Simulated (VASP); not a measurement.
## MnO: single point with LDA+U

The system is MnO.

```
CELL_PARAMETERS angstrom
0.00000 2.22200 2.22200
2.22200 0.00000 2.22200
2.22200 2.22200 0.00000
ATOMIC_POSITIONS crystal
Mn 0.00000 0.00000 0.00000
O 0.50000 0.50000 0.50000
```

- Program: VASP 6.6.1
- Task: single point
- Functional: LDA
- Potentials or basis: VASP PAW LDA potentials, release 64 (Mn_pv, O)
- Cutoff: 520 eV
- k mesh: 7 × 7 × 7
- Occupations: gaussian, width 0.05 eV
- Spin: collinear spin, ferromagnetic start
- Starting moments: [4.0, 0.0] μB
- Fixed moment: 1 μB
- Hubbard terms: Mn d U = 5 eV
- Further INCAR settings: ALGO = Normal; EDIFF = 1e-06

```yaml
Pressure: -39.1 GPa
Net_moment: 1.00 μB per cell
Site_moments: Mn +1.01; O +0.00 μB
Valence_electrons_inside_the_program's_atomic_spheres: Mn 11.38; O 4.92
```

Eigenvalues of the final occupation matrices:
```
    site  spin  trace               eigenvalues
site 1 d     1   3.03  0.11 0.11 0.94 0.94 0.94
site 1 d     2   2.02  0.10 0.10 0.61 0.61 0.61
```

Wall time 8.3 s on 1 thread of Intel(R) Xeon(R) Platinum 8559C (Emerald Rapids), with other jobs on the host, peak memory 0.13 GiB.

Caveat: the moment is held away from its start; a pressure of tens of GPa on the cell as given is suspect, and the run, the potentials or the cell itself is likely at fault; the total moment is fixed, so each spin has its own Fermi level; a cell with one magnetic atom can't hold antiferromagnetic order, which such compounds often take. The state reached can hang on the start; a lower one may exist.
